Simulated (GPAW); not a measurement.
Runs of GPAW 26.7.0 on CuI (Marshite). The structure is cubic, space group F-43m (No. 216). Conventional cell: a = 6.063 Å, b = 6.063 Å, c = 6.063 Å, α = 90.00°, β = 90.00°, γ = 90.00°. Around I (site symmetry -43m) lie 4 Cu at 2.63 Å. Cu (site symmetry -43m) is surrounded by 4 I at 2.63 Å. 

| task | level | potentials or basis | cell | band path | band points | eigensolver | optimizer | fmax | gap on the mesh (eV) | pressure (GPa) | relaxed volume (Å³/atom) |
| --- | --- | --- | --- | --- | --- | --- | --- | --- | --- | --- | --- |
| band structure | PBEsol | PAW data sets generated in the run's folder for this functional, pw | as given | GXWKGLUWLK,UX | 60 | - | - | - | 1.03 | (b) | - |
| relaxation of cell and atoms | BLYP+D3(BJ) | PAW data sets generated in the run's folder for this functional, pw | relaxed | - | - | davidson | FIRE | 0.01 eV/Å | 1.27 | 0.0 | 26.95 |
| band structure | revPBE | the program's PAW data sets (release 1.2.1) made for this functional, pw | as given | GXWKGLUWLK,UX | 100 | - | - | - | 1.24 | (a) | - |
| relaxation of cell and atoms | LDA | the program's PAW data sets (release 1.2.1) made for this functional, pw | relaxed | - | - | - | BFGS | 0.05 eV/Å | 1.20 | -0.1 | 25.57 |
| relaxation of cell and atoms | BLYP+D4 | PAW data sets generated in the run's folder for this functional, pw | relaxed | - | - | davidson | BFGS | 0.02 eV/Å | 1.22 | 0.0 | 27.45 |
| relaxation of cell and atoms | RPBE | the program's PAW data sets (release 1.2.1) made for this functional, pw | relaxed | - | - | - | LBFGS | 0.05 eV/Å | 1.10 | 0.3 | 29.93 |
| relaxation of cell and atoms | RPBE+D3(BJ) | the program's PAW data sets (release 1.2.1) made for this functional, pw | relaxed | - | - | - | BFGS | 0.02 eV/Å | 1.70 | 0.0 | 24.12 |
| band structure | BLYP | PAW data sets generated in the run's folder for this functional, pw | as given | GXWKGLUWLK,UX | 60 | davidson | - | - | 1.18 | 3.9 | - |

Alike in all rows: no spin polarisation; k mesh 8 × 8 × 8; cutoff (eV) 600; smearing fermi-dirac 0.05 eV.

Estimate the missing entries.

(a) 2.4; (b) -1.9.

Caveats: with this Cu data set, volumes or pressures lay over 1.5 % or 2 GPa off other programs in two to four cells of ten; spin-orbit coupling is left out, which moves the levels of the heavy elements; later steps reuse the first step's grids (some runs); the volume moved by -13 % from the deposited cell, more than functionals usually miss (some runs).

A k mesh can miss the band edges, and the runs leave out spin-orbit coupling on I.

Runs at the PBE level aren't shown here.
